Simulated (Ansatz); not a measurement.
BaTiO3: band structure with PBE+U

BaTiO3:

```xyz
5
Lattice="2.8277 1.6326 2.3177 -2.8277 1.6326 2.3177 0.0000 -3.2651 2.3177" Properties=species:S:1:pos:R:3 pbc="T T T"
Ba   -2.7004    1.6624    2.3728
Ti   -0.0605   -0.0667    3.6407
O    -0.0308   -1.5655    4.5301
O    -1.4487    0.8432    4.4791
O     1.4127    0.7592    4.5299
```

The cell isn't the ideal one: all atoms moved at random, sigma 0.05 Å a component.

| Item | Value |
| --- | --- |
| Program | Ansatz 0.2.0 |
| Task | band structure |
| Functional | PBE |
| Potentials or basis | Ansatz PAW |
| Cutoff | 420 eV (not typed: the program's choice for these potentials) |
| k mesh | 7 × 7 × 7 |
| Occupations | fermi-dirac, width 0.05 eV |
| Spin | no spin polarisation |
| Hubbard terms | Ti d U = 1 eV |
| Path | [["G", "L", "B1"], ["B", "Z", "G", "X"], ["Q", "F", "P1", "Z"], ["L", "P"]] |
| Points for each segment of the path | 14 |
| Hubbard projectors | ortho-atomic (the default) |
| Double counting | fll (the default) |

| Quantity | Value |
| --- | --- |
| Pressure | 9.8 GPa |
| Largest force | 2.295 eV/Å |
| Band gap on the k mesh | 2.87 eV, indirect (least direct gap 3.41 eV) |
| Band gap along the path | 2.80 eV, indirect (least direct gap 3.38 eV) |

Forces on the atoms (eV/Å):
```
Ba  -1.172 -0.387 -0.170
Ti   0.920  1.496 -1.478
O    0.108 -1.230  0.883
O    0.253 -0.179  0.547
O   -0.109  0.300  0.218
```

Stress tensor (GPa, compression positive):
```
 7.63  0.16 -0.33
 0.16 11.95 -4.52
-0.33 -4.52  9.86
```

Levels at the corners of the path, in eV from the valence-band top:
| point | band 16 | band 17 | band 18 | band 19 | band 20 | band 21 | band 22 | band 23 | band 24 | band 25 |
| --- | --- | --- | --- | --- | --- | --- | --- | --- | --- | --- |
| Γ | -1.77 | -1.27 | -0.76 | -0.67 | -0.62 | 2.80 | 3.04 | 3.37 | 4.77 | 5.02 |
| L | -2.08 | -1.72 | -1.53 | -1.31 | -1.08 | 3.40 | 3.89 | 4.19 | 4.98 | 6.04 |
| B1 | -2.41 | -2.10 | -0.36 | -0.15 | 0.00 | 4.31 | 4.57 | 4.72 | 6.38 | 6.61 |
| B | -2.41 | -2.10 | -0.36 | -0.15 | 0.00 | 4.31 | 4.57 | 4.72 | 6.38 | 6.61 |
| Z | -2.41 | -2.10 | -0.36 | -0.15 | 0.00 | 4.31 | 4.57 | 4.72 | 6.38 | 6.61 |
| Γ | -1.77 | -1.27 | -0.76 | -0.67 | -0.62 | 2.80 | 3.04 | 3.37 | 4.77 | 5.02 |
| X | -2.47 | -1.55 | -1.02 | -0.87 | -0.16 | 4.01 | 4.32 | 4.50 | 5.25 | 7.57 |
| Q | -2.62 | -1.73 | -1.27 | -1.12 | -0.01 | 4.02 | 4.11 | 4.38 | 5.08 | 7.49 |
| F | -2.62 | -1.73 | -1.27 | -1.12 | -0.01 | 4.02 | 4.11 | 4.38 | 5.08 | 7.49 |
| P1 | -2.41 | -2.10 | -0.36 | -0.15 | 0.00 | 4.31 | 4.57 | 4.72 | 6.38 | 6.61 |
| Z | -2.41 | -2.10 | -0.36 | -0.15 | 0.00 | 4.31 | 4.57 | 4.72 | 6.38 | 6.61 |
| L | -2.08 | -1.72 | -1.53 | -1.31 | -1.08 | 3.40 | 3.89 | 4.19 | 4.98 | 6.04 |
| P | -2.41 | -2.10 | -0.36 | -0.15 | 0.00 | 4.31 | 4.57 | 4.72 | 6.38 | 6.61 |

Eigenvalues of the final occupation matrices:
```csv
site,spin,trace,eigenvalues
site 1,1,1.20,0.20 0.21 0.22 0.28 0.30
```

It took 54 s on 2 threads of Arm Neoverse V1 (shared host), peak memory 0.71 GiB.

Caveat: the k mesh misses the band edges, so the gap on the mesh is wider than the one along the path; the pressure holds a Pulay correction of +0.5 GPa for the finite cutoff; spin-orbit coupling is left out, which moves the levels of the heavy elements; forces of over 1 eV/Å show positions far from the minimum, so gaps and moduli don't describe the material at rest.
